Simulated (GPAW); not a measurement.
# CdTe (F-43m) in GPAW: notebook, part 2 of 2

GPAW 26.7.0. Earlier steps stand in the parts before.

**4. Band structure, vdW-DF-cx, spin-orbit coupling, no magnetisation**

run.py reads:

```python
import numpy as np
import spglib
from ase import Atoms
from ase.dft.bandgap import bandgap
from ase.io import read, write
from gpaw import GPAW, PW
from gpaw.spinorbit import soc_eigenstates

atoms = read('CdTe.cif')
cell, positions, numbers = spglib.find_primitive(
    (atoms.cell[:], atoms.get_scaled_positions(), atoms.numbers), symprec=1e-4)
atoms = Atoms(numbers, cell=cell, scaled_positions=positions, pbc=True)

calc = GPAW(mode=PW(600),
            xc={'name': 'vdW-DF-cx', 'backend': 'libvdwxc'},
            kpts={'size': (6, 6, 6), 'gamma': True},
            occupations={'name': 'fermi-dirac', 'width': 0.05},
            nbands=18,
            convergence={'density': 1e-05, 'energy': 1e-05},
            maxiter=150,
            txt='gpaw.txt')
atoms.calc = calc
energy = atoms.get_potential_energy()
forces = atoms.get_forces()
calc.write('gs.gpw')
write('result.traj', atoms)
print(f'Energy: {energy:.6f} eV')
print('Forces (eV/A):')
print(forces.round(4))
print('Fermi level:', round(calc.get_fermi_level(), 4), 'eV')
print(f'Gap: {bandgap(calc)[0]:.4f} eV, direct: {bandgap(calc, direct=True)[0]:.4f} eV')

path = atoms.cell.bandpath('GXWKGLUWLK,UX', npoints=60, eps=1e-4)
bs_calc = calc.fixed_density(kpts=path, symmetry='off', nbands=31,
                             convergence={'bands': 'CBM+6.0', 'eigenstates': 1e-6}, txt='bands.txt')
bs = bs_calc.band_structure()
bs.write('bs.json')
print(f'Gap on the path: {bandgap(bs_calc)[0]:.4f} eV')

soc = soc_eigenstates(bs_calc, theta=90, phi=45)
np.savetxt('soc_bands.dat', soc.eigenvalues(), fmt='%.4f')
mesh = soc_eigenstates('gs.gpw', theta=90, phi=45)
np.savetxt('soc_mesh.dat', mesh.eigenvalues(), fmt='%.4f')
print('Fermi level with spin-orbit coupling:', round(mesh.fermi_level, 4), 'eV')
```

CdTe.cif reads:

```cif
data_CdTe
_cell_length_a 6.41000000
_cell_length_b 6.41000000
_cell_length_c 6.41000000
_cell_angle_alpha 90.00000000
_cell_angle_beta 90.00000000
_cell_angle_gamma 90.00000000
_space_group_name_H-M_alt 'F-43m'
_space_group_name_Hall 'F -4 2 3'
_space_group_IT_number 216
loop_
_space_group_symop_operation_xyz
'x,y,z'
'y,-x,-z'
'-x,-y,z'
'-y,x,-z'
'x,-y,-z'
'y,x,z'
'-x,y,-z'
'-y,-x,z'
'z,x,y'
'-z,y,-x'
'z,-x,-y'
'-z,-y,x'
'-z,x,-y'
'z,y,x'
'-z,-x,y'
'z,-y,-x'
'y,z,x'
'-x,-z,y'
'-y,z,-x'
'x,-z,-y'
'-y,-z,x'
'x,z,y'
'y,-z,-x'
'-x,z,-y'
'x,y+1/2,z+1/2'
'y,-x+1/2,-z+1/2'
'-x,-y+1/2,z+1/2'
'-y,x+1/2,-z+1/2'
'x,-y+1/2,-z+1/2'
'y,x+1/2,z+1/2'
'-x,y+1/2,-z+1/2'
'-y,-x+1/2,z+1/2'
'z,x+1/2,y+1/2'
'-z,y+1/2,-x+1/2'
'z,-x+1/2,-y+1/2'
'-z,-y+1/2,x+1/2'
'-z,x+1/2,-y+1/2'
'z,y+1/2,x+1/2'
'-z,-x+1/2,y+1/2'
'z,-y+1/2,-x+1/2'
'y,z+1/2,x+1/2'
'-x,-z+1/2,y+1/2'
'-y,z+1/2,-x+1/2'
'x,-z+1/2,-y+1/2'
'-y,-z+1/2,x+1/2'
'x,z+1/2,y+1/2'
'y,-z+1/2,-x+1/2'
'-x,z+1/2,-y+1/2'
'x+1/2,y,z+1/2'
'y+1/2,-x,-z+1/2'
'-x+1/2,-y,z+1/2'
'-y+1/2,x,-z+1/2'
'x+1/2,-y,-z+1/2'
'y+1/2,x,z+1/2'
'-x+1/2,y,-z+1/2'
'-y+1/2,-x,z+1/2'
'z+1/2,x,y+1/2'
'-z+1/2,y,-x+1/2'
'z+1/2,-x,-y+1/2'
'-z+1/2,-y,x+1/2'
'-z+1/2,x,-y+1/2'
'z+1/2,y,x+1/2'
'-z+1/2,-x,y+1/2'
'z+1/2,-y,-x+1/2'
'y+1/2,z,x+1/2'
'-x+1/2,-z,y+1/2'
'-y+1/2,z,-x+1/2'
'x+1/2,-z,-y+1/2'
'-y+1/2,-z,x+1/2'
'x+1/2,z,y+1/2'
'y+1/2,-z,-x+1/2'
'-x+1/2,z,-y+1/2'
'x+1/2,y+1/2,z'
'y+1/2,-x+1/2,-z'
'-x+1/2,-y+1/2,z'
'-y+1/2,x+1/2,-z'
'x+1/2,-y+1/2,-z'
'y+1/2,x+1/2,z'
'-x+1/2,y+1/2,-z'
'-y+1/2,-x+1/2,z'
'z+1/2,x+1/2,y'
'-z+1/2,y+1/2,-x'
'z+1/2,-x+1/2,-y'
'-z+1/2,-y+1/2,x'
'-z+1/2,x+1/2,-y'
'z+1/2,y+1/2,x'
'-z+1/2,-x+1/2,y'
'z+1/2,-y+1/2,-x'
'y+1/2,z+1/2,x'
'-x+1/2,-z+1/2,y'
'-y+1/2,z+1/2,-x'
'x+1/2,-z+1/2,-y'
'-y+1/2,-z+1/2,x'
'x+1/2,z+1/2,y'
'y+1/2,-z+1/2,-x'
'-x+1/2,z+1/2,-y'
loop_
_atom_site_label
_atom_site_type_symbol
_atom_site_symmetry_multiplicity
_atom_site_Wyckoff_symbol
_atom_site_fract_x
_atom_site_fract_y
_atom_site_fract_z
_atom_site_occupancy
Te1 Te 4 c 0.2500000000 0.2500000000 0.2500000000 1
Cd1 Cd 4 a 0.0000000000 0.0000000000 0.0000000000 1
```

The run is started by

```console
$ OMP_NUM_THREADS=1 python run.py
```

Run time: 58 s. Hardware: 1 thread of Arm Neoverse V1, shared host; peak memory 0.35 GiB.

Results (log left out):

* Free energy: 96.8152 eV
* Band gap on the k mesh: 0.51 eV, direct
* Band gap along the path: 0.52 eV, direct

Levels at the corners of the path, in eV from the valence-band top:
```
point  band 15  band 16  band 17  band 18  band 19  band 20  band 21  band 22
    Γ     0.00     0.00     0.00     0.00     0.52     0.52     3.98     3.98
    X    -2.51    -2.51    -2.13    -2.13     2.13     2.13     2.32     2.32
    W    -3.13    -2.63    -2.62    -2.60     3.77     4.23     4.27     4.36
    K    -3.25    -2.93    -1.97    -1.93     2.49     2.51     4.09     4.31
    Γ     0.00     0.00     0.00     0.00     0.52     0.52     3.98     3.98
    L    -1.45    -1.45    -0.86    -0.86     1.50     1.50     4.74     4.74
    U    -3.25    -2.93    -1.97    -1.93     2.49     2.51     4.09     4.31
    W    -3.13    -2.63    -2.62    -2.60     3.77     4.23     4.27     4.36
    L    -1.45    -1.45    -0.86    -0.86     1.50     1.50     4.74     4.74
    K    -3.25    -2.93    -1.97    -1.93     2.49     2.51     4.09     4.31
    U    -3.25    -2.93    -1.97    -1.93     2.49     2.51     4.09     4.31
    X    -2.51    -2.51    -2.13    -2.13     2.13     2.13     2.32     2.32
```

Caveat: spin-orbit coupling was added after a scalar SCF, so levels and gaps hold it while energy, forces, pressure and moments don't; this program's spin-orbit splittings come out too wide for heavy elements; the PAW data sets were made with another functional, which shifts forces and pressure a little.

**5. Equation of state, revPBE+D3(BJ)**

run.py reads:

```python
from ase.calculators.mixing import SumCalculator
from ase.eos import EquationOfState
from ase.io import Trajectory, read
from ase.units import GPa
from dftd3.ase import DFTD3
from gpaw import GPAW, PW

atoms = read('CdTe.cif')

traj = Trajectory('eos.traj', 'w')
volumes, energies = [], []
for x in [0.94, 0.96, 0.98, 1.0, 1.02, 1.04, 1.06]:
    a = atoms.copy()
    a.set_cell(atoms.cell * x**(1 / 3), scale_atoms=True)
    calc = GPAW(mode=PW(600),
                xc='revPBE',
                kpts={'size': (6, 6, 6), 'gamma': True},
                occupations={'name': 'fermi-dirac', 'width': 0.05},
                nbands=18,
                convergence={'density': 1e-05, 'energy': 1e-05},
                maxiter=150,
                txt=f'eos-{x:.2f}.txt')
    a.calc = SumCalculator([calc, DFTD3(method='revpbe', damping='d3bj')])
    energies.append(a.get_potential_energy())
    volumes.append(a.get_volume())
    p = -a.get_stress()[:3].mean() / GPa
    calc.write(f'eos-{x:.2f}.gpw')
    traj.write(a)
    print(f'{x:.2f} {volumes[-1]:10.4f} A^3 {energies[-1]:14.6f} eV {p:9.3f} GPa', flush=True)

v0, e0, B = EquationOfState(volumes, energies, eos='birchmurnaghan').fit()
print(f'V0 = {v0:.4f} A^3, E0 = {e0:.6f} eV, B0 = {B / GPa:.2f} GPa')
```

CdTe.cif reads:

```cif
data_CdTe
_cell_length_a 4.53255447
_cell_length_b 4.53255447
_cell_length_c 4.53255447
_cell_angle_alpha 60.00000000
_cell_angle_beta 60.00000000
_cell_angle_gamma 60.00000000
_space_group_name_H-M_alt 'P1'
_space_group_name_Hall 'P 1'
_space_group_IT_number 1
loop_
_space_group_symop_operation_xyz
'x,y,z'
loop_
_atom_site_label
_atom_site_type_symbol
_atom_site_symmetry_multiplicity
_atom_site_Wyckoff_symbol
_atom_site_fract_x
_atom_site_fract_y
_atom_site_fract_z
_atom_site_occupancy
Te1 Te 1 a 0.7500000000 0.7500000000 0.7500000000 1
Cd1 Cd 1 a 0.0000000000 0.0000000000 0.0000000000 1
```

Potentials or basis: the program's PAW data sets (release 1.2.1) made for this functional, pw.

The run is started by

```console
$ OMP_NUM_THREADS=1 python run.py
```

It took 93 s on 1 thread of Arm Neoverse V1, shared host; peak memory 0.3 GiB.

It converged, with:

| Quantity | Value |
| --- | --- |
| Equilibrium volume | 33.84 Å³/atom |
| Bulk modulus | 41 GPa |
| Pressure derivative of the bulk modulus | 4.9 |

Energy against volume, from the lowest point:
```csv
volume (Å³/atom),energy (meV/atom)
30.947,37.99
31.605,21.65
32.263,10.22
32.922,3.16
33.580,0.00
34.239,0.32
34.897,3.73
```

Spin-orbit coupling is left out, which matters for the levels of Te.

**6. The runs side by side**

| task | level | potentials or basis | spin | band path | band points | spin axis theta (degrees) | spin axis phi (degrees) | gap on the mesh (eV) |
| --- | --- | --- | --- | --- | --- | --- | --- | --- |
| band structure | MS2 | GPAW PAW data sets (gpaw-data 1.2.1), pw | SOC, no magnetisation | GXWKGLUWLK,UX | 60 | 90 | 45 | 0.81 |
| equation of state | mBEEF | GPAW PAW data sets (gpaw-data 1.2.1), pw | off | - | - | - | - | - |
| band structure | vdW-DF-cx | GPAW PAW data sets (gpaw-data 1.2.1), pw | SOC, no magnetisation | GXWKGLUWLK,UX | 60 | 90 | 45 | 0.51 |
| equation of state | revPBE+D3(BJ) | the program's PAW data sets (release 1.2.1) made for this functional, pw | off | - | - | - | - | - |

Alike in all rows: cell as given; k mesh 6 × 6 × 6; cutoff (eV) 600; smearing fermi-dirac 0.05 eV.

Caveats: the PAW data sets were made with another functional, which shifts forces and pressure a little (some runs); spin-orbit coupling was added after a scalar SCF, so levels and gaps hold it while energy, forces, pressure and moments don't (some runs); this program's spin-orbit splittings come out too wide for heavy elements (some runs); the minimum lies outside the volumes run (some runs).

Total energies depend on the potentials used, so only differences within one code and one set of settings carry meaning.

**7. Against experiment**

Step 2. Against the measured gap of CdTe, 1.607 eV (0 K; a printed reference work, data compilation), the calculated 0.82 eV is off by -0.79 eV. The value is that of MS2, without temperature or zero-point motion.

Step 4. Against the measured gap of CdTe, 1.607 eV (0 K; a printed reference work, data compilation), the calculated 0.52 eV is off by -1.09 eV. So large a miss can be the level of theory's own, or it may mean another phase, state or a wrong row. The value is that of vdW-DF-cx, without temperature or zero-point motion.

Step 5. Against the measured bulk modulus of CdTe, 42 GPa (powder; quoted in “Multiscale insight into the Cd1-xZnxTe vibrational-mechanical properties -- High-pressure experiments and ab initio calculations”, 2023, arxiv:2306.14539), the calculated 41 GPa is off by -1.3 %. The fit is for a static lattice scaled at fixed shape and fixed fractional positions.
